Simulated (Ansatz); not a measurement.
# TiB2 (P6/mmm) in Ansatz: further runs

The runs below take TiB2 through relaxation of cell and atoms, with PBEsol.

Program: Ansatz 0.2.0. These are calculated values, not measurements. Logs are shortened: lines on timing, memory, paths and dates and some standing lists are left out, and cuts for length are marked.

**1. The structure**

Symmetry: P6/mmm, No. 191, hexagonal system. The conventional cell has a = 3.029 Å, b = 3.029 Å, c = 3.228 Å, α = 90.00°, β = 90.00°, γ = 120.00°. Around Ti (site symmetry 6/mmm) lie 12 B at 2.38 Å. B (site symmetry -6m2) is surrounded by 3 B at 1.75 Å.

**2. Relaxation of cell and atoms, PBEsol**

input.yaml

```yaml
crystal:
  lattice:
    - [3.0292, 0.0, 0.0]
    - [-1.5146, 2.6233641531, 0.0]
    - [0.0, 0.0, 3.2284]
  atoms:
    - { symbol: Ti, position: [0.0, 0.0, 0.0] }
    - { symbol: B, position: [0.6666666667, 0.3333333333, 0.5] }
    - { symbol: B, position: [0.3333333333, 0.6666666667, 0.5] }
hamiltonian:
  xc: pbesol
  pseudopotentials: { kind: paw }
kpoints:
  mp_grid: { grid: [10, 10, 8] }
scf:
  occupations: { method: fermi_dirac, width: 0.05 }
output:
  forces: true
  stress: true
  eigenvalues: true
relax:
  f_tol: 0.01
  max_steps: 40
  cell: { stress_tol: 0.05 }
```

Potentials or basis: Ansatz PAW.

Launch:

```bash
ansatz run input.yaml --threads 2 --pin off --max-ram 5632MiB --backend cpu --events-out ev --progress --plain --runs-dir out
```

Standard output:

```text
Warning: RAYON_NUM_THREADS=2 ignored (pool sized by the plan → 2); use --threads N
Engine: ansatz 0.2.0, aarch64-unknown-linux-gnu
Pseudopotentials: kind: paw
Pseudopotential: Ti, paw, valence charge 12, recommended cutoff 420 eV (normal), Ti.paw.azcp
Pseudopotential: B, paw, valence charge 3, recommended cutoff 420 eV (normal), B.paw.azcp
Functional definition: PBEsol
  exchange = pbesol_x
  correlation = pbesol_c
Crystal: 3 atoms, lattice volume = 25.655 Å³
Basis set: ecut = 420 eV, 503 PW (Γ), exchange–correlation on 48×48×48 points (8 copies of the dense FFT grid, shifted against one another)
Bands: 13, of which v1, the nominal top of the filled ones, is band 9 counted from 1 (8 counted from 0)
Symmetry: 24 space group operations
Space group: P6/mmm (ITA 191), of the structure as read, at distance tolerance 2.9e-5 Å
k-points: 70 of 800
Non-local potential: Ti, projectors of the file, l = 0: 3, l = 1: 2, l = 2: 3, l = 3: 1
Non-local potential: B, projectors of the file, l = 0: 2, l = 1: 2, l = 2: 1
PAW form: soft (Blöchl's): semilocal exchange-correlation on the pseudo side does not see the compensation charge
PAW frozen core: Ti, regenerated for the run's functional, and the local potential with it (the file was generated under x = pbe(κ = 0.804, μ = 0.2195149727645171), c = pbe(β = 0.06672455060314922))
PAW frozen core: B, regenerated for the run's functional, and the local potential with it (the file was generated under x = pbe(κ = 0.804, μ = 0.2195149727645171), c = pbe(β = 0.06672455060314922))
PAW one-centre angular grid: Ti, 590 points (default); XC on 64 Gauss nodes
PAW one-centre angular grid: B, 110 points (default); XC on 64 Gauss nodes
Initial density: superposition of atomic densities (neutral atoms: chi_scale 0, normalization atom), corrected by the library's trained network
Initial wavefunctions: pseudopotential atomic-orbital guess
Functional: x = pbesol(κ = 0.804, μ = 0.12345679012345678), c = pbesol(β = 0.046)
SCF iter   1: F=—  HF=-2782.611271 eV  |F-HF|=—  |Δ(HF+E_count)|=         —  Δρ=6.50e-3  dr2=8.33e-3  ethr=1.77e-3  ⟨swp⟩=4.5  Hψ=4320  notcnv=0
preconditioner: auto → none  [metal: Δε(μ)=0.010 eV  Ē_g=8.109 eV  σ=0.050 eV  W_gap=0.05  n_scr=8 (ndim 8)  ℏωp=23.2 eV  f_vac=0.000  D(μ)=0.83/eV (n_scr^D=8)  sad-step TF]
SCF iter   2: F=—  HF=-2782.608398 eV  |F-HF|=—  |Δ(HF+E_count)|=   2.87e-3  Δρ=3.20e-3  dr2=2.60e-3  ethr=4.63e-5  ⟨swp⟩=2.8  Hψ=2149  notcnv=0
SCF iter   3: F=—  HF=-2782.607385 eV  |F-HF|=—  |Δ(HF+E_count)|=   1.01e-3  Δρ=2.91e-4  dr2=2.18e-5  ethr=1.45e-5  ⟨swp⟩=2.0  Hψ=1529  notcnv=0
SCF iter   4: F=—  HF=-2782.607376 eV  |F-HF|=—  |Δ(HF+E_count)|=   8.44e-6  Δρ=4.65e-5  dr2=4.31e-7  ethr=1.21e-7  ⟨swp⟩=2.8  Hψ=1482  notcnv=0
iter 5 did not close the SCF: its close was put off for the readings that it lacked (scf_convergence_deferred on its scf_iter line)
SCF iter   5: F=-2782.607376 eV  HF=-2782.607376 eV  |F-HF|=3.08e-9  |Δ(HF+E_count)|=   7.63e-8  Δρ=5.00e-6  dr2=5.85e-9  ethr=2.39e-9  ⟨swp⟩=2.5  Hψ=1284  notcnv=0
SCF iter   6: F=-2782.607376 eV  HF=-2782.607376 eV  |F-HF|=1.98e-10  |Δ(HF+E_count)|=   1.19e-9  Δρ=1.09e-6  dr2=2.59e-10  ethr=3.25e-11  ⟨swp⟩=1.6  Hψ=2775  notcnv=0
SCF 1 converged in 6 iterations: F = -2782.607376 eV  dr2 = 2.59e-10
relax step   1: F+E_penalty+E_count = -2782.60737631 eV  Δ(F+E_penalty+E_count) = +0.000e0 eV  max|allowed force component| = 4.379e-16 eV/Å  Δτ_max = 0.0000 Å  P = -5.058 GPa  Ω = 25.655 Å³  (6 SCF iters, dr2 threshold 1.00e-7 eV, accepted)
Crystal: 3 atoms, lattice volume = 25.220 Å³
Initial density: handed on by an earlier stage of this run
Initial wavefunctions: those handed on with the density
iter 1 solved again at ethr=1.83e-5 eV; its pass at ethr=3.10e-3 eV (dr2=3.30e-3 eV) is discarded
SCF iter   1: F=—  HF=-2782.617583 eV  |F-HF|=—  |Δ(HF+E_count)|=         —  Δρ=2.59e-3  dr2=3.09e-3  ethr=1.83e-5  ⟨swp⟩=1.3  Hψ=5682  notcnv=0
preconditioner: auto → none  [metal: Δε(μ)=0.024 eV  Ē_g=8.237 eV  σ=0.050 eV  W_gap=0.12  n_scr=8 (ndim 8)  ℏωp=23.4 eV  f_vac=0.000  D(μ)=0.91/eV (n_scr^D=8)]
SCF iter   2: F=—  HF=-2782.616943 eV  |F-HF|=—  |Δ(HF+E_count)|=   6.40e-4  Δρ=9.57e-4  dr2=3.96e-4  ethr=1.72e-5  ⟨swp⟩=1.9  Hψ=992  notcnv=0
SCF iter   3: F=—  HF=-2782.616856 eV  |F-HF|=—  |Δ(HF+E_count)|=   8.65e-5  Δρ=1.02e-4  dr2=1.05e-6  ethr=2.20e-6  ⟨swp⟩=2.1  Hψ=1073  notcnv=0
SCF iter   4: F=—  HF=-2782.616856 eV  |F-HF|=—  |Δ(HF+E_count)|=   1.67e-7  Δρ=2.29e-5  dr2=4.52e-8  ethr=5.81e-9  ⟨swp⟩=2.7  Hψ=1440  notcnv=0
iter 5 did not close the SCF: its close was put off for the readings that it lacked (scf_convergence_deferred on its scf_iter line)
SCF iter   5: F=-2782.616856 eV  HF=-2782.616856 eV  |F-HF|=7.29e-10  |Δ(HF+E_count)|=   2.13e-8  Δρ=2.83e-6  dr2=1.59e-9  ethr=2.51e-10  ⟨swp⟩=2.6  Hψ=1400  notcnv=0
SCF iter   6: F=-2782.616856 eV  HF=-2782.616856 eV  |F-HF|=6.37e-12  |Δ(HF+E_count)|=  8.59e-11  Δρ=3.25e-7  dr2=1.07e-11  ethr=8.81e-12  ⟨swp⟩=1.1  Hψ=2692  notcnv=0
SCF 2 converged in 6 iterations: F = -2782.616856 eV  dr2 = 1.07e-11
relax step   2: F+E_penalty+E_count = -2782.61685640 eV  Δ(F+E_penalty+E_count) = -9.480e-3 eV  max|allowed force component| = 2.899e-16 eV/Å  Δτ_max = 0.0000 Å  P = -1.033 GPa  Ω = 25.220 Å³  energy of the carried Pulay correction = +5.541e-4 eV  (6 SCF iters, dr2 threshold 3.00e-7 eV, accepted)
Crystal: 3 atoms, lattice volume = 25.117 Å³
iter 1 solved again at ethr=3.51e-6 eV; its pass at ethr=3.10e-3 eV (dr2=6.32e-4 eV) is discarded
SCF iter   1: F=—  HF=-2782.617578 eV  |F-HF|=—  |Δ(HF+E_count)|=         —  Δρ=1.27e-3  dr2=6.44e-4  ethr=3.51e-6  ⟨swp⟩=1.1  Hψ=5353  notcnv=0
preconditioner: auto → none  [metal: Δε(μ)=0.022 eV  Ē_g=8.243 eV  σ=0.050 eV  W_gap=0.11  n_scr=8 (ndim 8)  ℏωp=23.4 eV  f_vac=0.000  D(μ)=0.89/eV (n_scr^D=8)]
SCF iter   2: F=—  HF=-2782.617444 eV  |F-HF|=—  |Δ(HF+E_count)|=   1.34e-4  Δρ=4.67e-4  dr2=9.03e-5  ethr=3.51e-6  ⟨swp⟩=1.8  Hψ=979  notcnv=0
SCF iter   3: F=—  HF=-2782.617420 eV  |F-HF|=—  |Δ(HF+E_count)|=   2.43e-5  Δρ=2.87e-5  dr2=7.95e-8  ethr=5.02e-7  ⟨swp⟩=2.3  Hψ=1186  notcnv=0
iter 4 did not close the SCF: its close was put off for the readings that it lacked (scf_convergence_deferred on its scf_iter line)
SCF iter   4: F=-2782.617420 eV  HF=-2782.617420 eV  |F-HF|=1.11e-9  |Δ(HF+E_count)|=   3.69e-8  Δρ=5.29e-6  dr2=3.35e-9  ethr=4.42e-10  ⟨swp⟩=2.4  Hψ=1301  notcnv=0
iter 5 did not close the SCF: its close was put off for the readings that it lacked (scf_convergence_deferred on its scf_iter line)
SCF iter   5: F=-2782.617420 eV  HF=-2782.617420 eV  |F-HF|=3.77e-11  |Δ(HF+E_count)|=  2.96e-10  Δρ=5.88e-7  dr2=4.27e-11  ethr=1.86e-11  ⟨swp⟩=2.0  Hψ=1455  notcnv=0
SCF iter   6: F=-2782.617420 eV  HF=-2782.617420 eV  |F-HF|=4.55e-13  |Δ(HF+E_count)|=  5.91e-12  Δρ=1.01e-7  dr2=1.92e-12  ethr=1.00e-12  ⟨swp⟩=1.0  Hψ=2294  notcnv=0
SCF 3 converged in 6 iterations: F = -2782.617420 eV  dr2 = 1.92e-12
relax step   3: F+E_penalty+E_count = -2782.61741974 eV  Δ(F+E_penalty+E_count) = -5.633e-4 eV  max|allowed force component| = 3.084e-16 eV/Å  Δτ_max = 0.0000 Å  P = +0.174 GPa  Ω = 25.117 Å³  energy of the carried Pulay correction = +6.981e-4 eV  (6 SCF iters, dr2 threshold 3.00e-7 eV, accepted)
Crystal: 3 atoms, lattice volume = 25.131 Å³
iter 1 solved again at ethr=9.89e-8 eV; its pass at ethr=3.10e-3 eV (dr2=1.78e-5 eV) is discarded
SCF iter   1: F=—  HF=-2782.617428 eV  |F-HF|=—  |Δ(HF+E_count)|=         —  Δρ=2.23e-4  dr2=1.85e-5  ethr=9.89e-8  ⟨swp⟩=2.8  Hψ=5657  notcnv=0
preconditioner: auto → none  [metal: Δε(μ)=0.026 eV  Ē_g=8.226 eV  σ=0.050 eV  W_gap=0.13  n_scr=8 (ndim 8)  ℏωp=23.4 eV  f_vac=0.000  D(μ)=0.90/eV (n_scr^D=8)]
SCF iter   2: F=—  HF=-2782.617424 eV  |F-HF|=—  |Δ(HF+E_count)|=   4.07e-6  Δρ=7.96e-5  dr2=2.46e-6  ethr=9.89e-8  ⟨swp⟩=1.8  Hψ=985  notcnv=0
iter 3 did not close the SCF: its close was put off for the readings that it lacked (scf_convergence_deferred on its scf_iter line)
SCF iter   3: F=-2782.617423 eV  HF=-2782.617423 eV  |F-HF|=4.76e-9  |Δ(HF+E_count)|=   6.46e-7  Δρ=5.76e-6  dr2=7.24e-9  ethr=1.37e-8  ⟨swp⟩=2.0  Hψ=1067  notcnv=0
iter 4 did not close the SCF: its close was put off for the readings that it lacked (scf_convergence_deferred on its scf_iter line)
SCF iter   4: F=-2782.617423 eV  HF=-2782.617423 eV  |F-HF|=8.19e-12  |Δ(HF+E_count)|=   2.35e-9  Δρ=1.43e-6  dr2=1.74e-10  ethr=4.02e-11  ⟨swp⟩=2.1  Hψ=1264  notcnv=0
iter 5 did not close the SCF: its close was put off for the readings that it lacked (scf_convergence_deferred on its scf_iter line)
SCF iter   5: F=-2782.617423 eV  HF=-2782.617423 eV  |F-HF|=2.73e-12  |Δ(HF+E_count)|=  3.73e-11  Δρ=2.41e-7  dr2=7.41e-12  ethr=1.00e-12  ⟨swp⟩=2.5  Hψ=1397  notcnv=0
SCF iter   6: F=-2782.617423 eV  HF=-2782.617423 eV  |F-HF|=4.55e-13  |Δ(HF+E_count)|=  9.09e-13  Δρ=1.51e-8  dr2=2.73e-14  ethr=1.00e-12  ⟨swp⟩=1.0  Hψ=2100  notcnv=0
SCF 4 converged in 6 iterations: F = -2782.617423 eV  dr2 = 2.73e-14
relax step   4: F+E_penalty+E_count = -2782.61742346 eV  Δ(F+E_penalty+E_count) = -3.714e-6 eV  max|allowed force component| = 2.961e-16 eV/Å  Δτ_max = 0.0000 Å  P = +0.000 GPa  Ω = 25.131 Å³  energy of the carried Pulay correction = +6.784e-4 eV  (6 SCF iters, dr2 threshold 2.22e-7 eV, accepted)
Initial wavefunctions: pseudopotential atomic-orbital guess (no wavefunctions were taken with the density)
iter 1 solved again at ethr=2.51e-9 eV; its pass at ethr=3.10e-3 eV (dr2=4.52e-7 eV) is discarded
SCF iter   1: F=—  HF=-2782.616795 eV  |F-HF|=—  |Δ(HF+E_count)|=         —  Δρ=5.20e-5  dr2=8.97e-8  ethr=2.51e-9  ⟨swp⟩=3.1  Hψ=7112  notcnv=0
preconditioner: auto → none  [metal: Δε(μ)=0.026 eV  Ē_g=8.228 eV  σ=0.050 eV  W_gap=0.13  n_scr=8 (ndim 8)  ℏωp=23.4 eV  f_vac=0.000  D(μ)=0.90/eV (n_scr^D=8)]
SCF iter   2: F=—  HF=-2782.616796 eV  |F-HF|=—  |Δ(HF+E_count)|=   1.11e-7  Δρ=2.63e-5  dr2=2.05e-8  ethr=4.99e-10  ⟨swp⟩=1.0  Hψ=911  notcnv=0
SCF iter   3: F=—  HF=-2782.616796 eV  |F-HF|=—  |Δ(HF+E_count)|=   4.69e-8  Δρ=8.95e-7  dr2=6.41e-11  ethr=1.14e-10  ⟨swp⟩=2.0  Hψ=1254  notcnv=0
iter 4 did not close the SCF: its close was put off for the readings that it lacked (scf_convergence_deferred on its scf_iter line)
SCF iter   4: F=-2782.616796 eV  HF=-2782.616796 eV  |F-HF|=9.09e-13  |Δ(HF+E_count)|=  2.64e-11  Δρ=1.53e-7  dr2=3.36e-12  ethr=1.00e-12  ⟨swp⟩=3.0  Hψ=1470  notcnv=0
iter 5 did not close the SCF: its close was put off for the readings that it lacked (scf_convergence_deferred on its scf_iter line)
SCF iter   5: F=-2782.616796 eV  HF=-2782.616796 eV  |F-HF|=9.09e-13  |Δ(HF+E_count)|=    0.00e0  Δρ=2.61e-8  dr2=8.13e-14  ethr=1.00e-12  ⟨swp⟩=1.0  Hψ=910  notcnv=0
iter 6 did not close the SCF: its close was put off for the readings that it lacked (scf_convergence_deferred on its scf_iter line)
SCF iter   6: F=-2782.616796 eV  HF=-2782.616796 eV  |F-HF|=0.00e0  |Δ(HF+E_count)|=    0.00e0  Δρ=2.22e-9  dr2=7.85e-16  ethr=1.00e-12  ⟨swp⟩=1.0  Hψ=910  notcnv=0
iter 7 did not close the SCF: its close was put off for the readings that it lacked (scf_convergence_deferred on its scf_iter line)
SCF iter   7: F=-2782.616796 eV  HF=-2782.616796 eV  |F-HF|=9.09e-13  |Δ(HF+E_count)|=  4.55e-13  Δρ=4.81e-10  dr2=3.05e-17  ethr=1.00e-12  ⟨swp⟩=1.0  Hψ=910  notcnv=0
SCF iter   8: F=-2782.616796 eV  HF=-2782.616796 eV  |F-HF|=4.55e-13  |Δ(HF+E_count)|=  4.55e-13  Δρ=9.97e-11  dr2=2.16e-18  ethr=1.00e-12  ⟨swp⟩=1.4  Hψ=2129  notcnv=0
SCF 5 converged in 8 iterations: F = -2782.616796 eV  dr2 = 2.16e-18
relax step   5: F+E_penalty+E_count = -2782.61679563 eV  Δ(F+E_penalty+E_count) = +6.278e-4 eV  max|allowed force component| = 3.084e-16 eV/Å  Δτ_max = 0.0000 Å  P = -0.032 GPa  Ω = 25.131 Å³  stress off target by 3.56e-2 GPa  SCF on the basis re-selected at this cell (its energy is not comparable with the rows above)  (8 SCF iters)
basis re-selected at this cell: Δ(F+E_penalty+E_count) = +6.278e-4 eV, ΔP = -0.033 GPa vs the last step (what re-selecting the basis moved, of the pressure what is left beyond the Pulay correction that the steps carried, after the strain that the cell walked since its last selection, with what the two solves' SCF thresholds leave and, on support functions, any second-order correction that the steps lacked; it is no measure of the basis error at this ecutwfc). This SCF's stress stands 3.56e-2 GPa from its target on what of the cell is left free (relax.cell.stress_tol is 5.00e-2 GPa) and its largest allowed force component is 3.08e-16 eV/Å (relax.f_tol is 1.00e-2 eV/Å): within both
SCF converged after 8 iterations
Free energy (F): -2782.616796 eV
Harris-Foulkes:  -2782.616796 eV  (|F-HF|=4.55e-13)
Internal energy: -2782.610101 eV  (E = F + TS)
E sigma→0 (E₀):  -2782.613449 eV
Entropy (-TS):   -0.006694 eV (-2.231 meV/atom)
Fermi energy:    15.339993 eV
--- Per-component energies (eV) ---
  E_band       = -87.824442
  E_kinetic    = 377.236929
  E_local      = -776.174756  (includes V_loc(G=0)·N_el)
  E_nonlocal   = 30.181352
  E_hartree    = 329.827213
  E_xc         = -164.655547
  E_vxc        = -202.977870  (∫ρ·V_xc dr)
  E_paw        = -1173.362072  (= ΣΔE_a)
  E_vpaw       = -175.744606  (= ΣTr[D̂ρ^β])
  E_aug_tail   = 0.000085  (compensation charges beyond the density's cutoff)
  E_ewald      = -1405.832111
  E_core_change = 0.168806  (= ΣΔE_core)
  E_smearing   = -0.006694  (= −TS)
  E_closure    = 0.000000  (closes the sum)
  Σ components = -2782.616796   (vs F -2782.616796, Δ=0.00e0)
--- Forces (eV/Å), atoms counted from 1 ---
  atom   1  Ti     0.00000000     0.00000000     0.00000000
  atom   2  B     -0.00000000     0.00000000     0.00000000
  atom   3  B      0.00000000    -0.00000000    -0.00000000
  max |Σ_I F_I| component: 7.40e-17 eV/Å
--- Stress (GPa, compression-positive) ---
       -0.030387       0.000000      -0.000000
        0.000000      -0.030387      -0.000000
       -0.000000      -0.000000      -0.035586
  P = ⅓ Tr σ = -0.0321 GPa (-0.321 kbar)
--- Band table (eV; the first three rows and the last of 70) ---
  k-point 0: bands = ["-41.1926", "-17.6532", "-17.3431", "-17.3431", "1.8366", "12.7179", "12.7179", "13.1947", "13.2355", "17.3860", "17.3860", "19.2455", "19.2455"]
  k-point 1: bands = ["-41.1900", "-17.6880", "-17.3403", "-17.3403", "2.0533", "11.5722", "12.8884", "12.8884", "14.6504", "16.8686", "16.8686", "18.8712", "18.8712"]
  k-point 2: bands = ["-41.1837", "-17.7709", "-17.3336", "-17.3336", "2.6509", "9.8709", "13.3884", "13.3884", "15.8715", "16.0129", "16.0129", "17.9120", "17.9120"]
  k-point 69: bands = ["-41.1097", "-17.7710", "-17.6499", "-17.5690", "6.3066", "7.3092", "9.7493", "12.0095", "12.2988", "18.0509", "19.4936", "19.7057", "20.0217"]
--- Relaxed structure (4 steps of the walk, 4 accepted, 1 SCFs on fresh bases) ---
  F+E_penalty+E_count = -2782.61679563 eV   max|allowed force component| = 3.084e-16 eV/Å   (the final SCF, on the basis selected at the relaxed cell)
  cell:  # Å, volume = 25.1307 Å³
    - [3.016513059271583, -2.109951804075904e-33, 2.96711972448174e-34]
    - [-1.5082565296357915, 2.612376940176705, -1.1980486336329733e-34]
    - [3.1622373295249097e-34, 3.513597032805454e-35, 3.1890638233909874]
  atoms:
    - { symbol: Ti, position: [5.755124444702466e-36, 6.449260793919038e-35, 5.147557589468029e-85] }
    - { symbol: B, position: [0.6666666666666665, 0.33333333333333337, 0.5] }
    - { symbol: B, position: [0.33333333333333337, 0.6666666666666667, 0.5] }
```

It took 4.1 s on 2 threads of Arm Neoverse V2, shared host; peak memory 0.32 GiB.

What came out:

```yaml
Free_energy: -2782.6168 eV
Relaxed_volume: 8.38 Å³/atom
Relaxed_cell: a = 3.017 Å, b = 3.017 Å, c = 3.189 Å, α = 90.00°, β = 90.00°, γ = 120.00°
Space_group_after_relaxing_to_0.05_Å: P6/mmm (No. 191)
Energy_gained_by_relaxing: 3.1 meV/atom
Ionic_steps: 5
Pressure_after_relaxing: 0.0 GPa
Band_gap_on_the_k_mesh: none (metal or under the smearing width)
```

The path:
| step | energy change (eV) | largest force (eV/Å) | volume (Å³) |
| --- | --- | --- | --- |
| 1 | 0.0000 | 0.0000 | 25.66 |
| 2 | -0.0095 | 0.0000 | 25.22 |
| 3 | -0.0100 | 0.0000 | 25.12 |
| 4 | -0.0100 | 0.0000 | 25.13 |
| 5 | -0.0094 | 0.0000 | 25.13 |

Final structure:
```
Ti B
1.0
     3.01651    0.00000    0.00000
    -1.50826    2.61238    0.00000
     0.00000    0.00000    3.18906
Ti B
1 2
Cartesian
  0.0000 0.0000 0.0000
  1.5083 0.8708 1.5945
  0.0000 1.7416 1.5945
```

Caveat: the plane-wave basis is chosen anew once the cell has moved, so the energies of steps on either side of that aren't comparable; the PAW data sets come from PBE, with cores solved anew for the run's functional, which leaves a small shift of forces and pressure.

**3. Relaxation of cell and atoms, PBEsol, target pressure 2 GPa, at which the enthalpy is minimised**

Edit input.yaml of step 2 so:

```diff
@@ -23,2 +23,2 @@
   max_steps: 40
-  cell: { stress_tol: 0.05 }
+  cell: { stress_tol: 0.05, p_target: 2.0 }
```

Potentials or basis: Ansatz PAW.

Launch:

```bash
ansatz run input.yaml --threads 2 --pin off --max-ram 5632MiB --backend cpu --events-out ev --progress --plain --runs-dir out
```

It took 4.1 s on 2 threads of Arm Neoverse V2, shared host; peak memory 0.32 GiB.

The run converged. Its results:

```
Free energy                                            : -2782.6157 eV
Relaxed volume                                         : 8.31 Å³/atom
Relaxed cell                                           : a = 3.010 Å, b = 3.010 Å, c = 3.179 Å, α = 90.00°, β = 90.00°, γ = 120.00°
Space group after relaxing (to 0.05 Å)                 : P6/mmm (No. 191)
Energy change on relaxing (the enthalpy is what falls) : -2.8 meV/atom
Ionic steps                                            : 5
Pressure after relaxing                                : 2.0 GPa
Band gap on the k mesh                                 : none (metal or under the smearing width)
```

The path:
| step | energy change (eV) | largest force (eV/Å) | volume (Å³) |
| --- | --- | --- | --- |
| 1 | 0.0000 | 0.0000 | 25.66 |
| 2 | -0.0097 | 0.0000 | 25.06 |
| 3 | -0.0089 | 0.0000 | 24.93 |
| 4 | -0.0091 | 0.0000 | 24.94 |
| 5 | -0.0083 | 0.0000 | 24.94 |

Final structure:
```yaml
crystal:
  lattice:
    - [3.00999, 0.00000, 0.00000]
    - [-1.50499, 2.60672, 0.00000]
    - [0.00000, 0.00000, 3.17910]
  atoms:
    - { symbol: Ti, position: [0.00000, 0.00000, 0.00000] }
    - { symbol: B, position: [0.66667, 0.33333, 0.50000] }
    - { symbol: B, position: [0.33333, 0.66667, 0.50000] }
```

Levels at points of the mesh, in eV from the Fermi level:
```csv
k point,band 7,band 8,band 9,band 10,band 11,band 12
"(0.00, 0.00, 0.00)",-2.64,-2.13,-2.12,2.07,2.07,3.95
"(0.00, 0.00, -0.50)",-0.48,-0.48,-0.17,-0.17,0.52,0.52
"(0.00, -0.50, 0.00)",-3.23,-3.17,-2.30,1.49,2.92,3.44
"(0.00, -0.50, -0.50)",-4.70,-3.87,-3.08,2.74,3.13,4.86
```

Caveat: the plane-wave basis is chosen anew once the cell has moved, so the energies of steps on either side of that aren't comparable; the PAW data sets come from PBE, with cores solved anew for the run's functional, which leaves a small shift of forces and pressure.

(Part 1 of 2 ends here.)
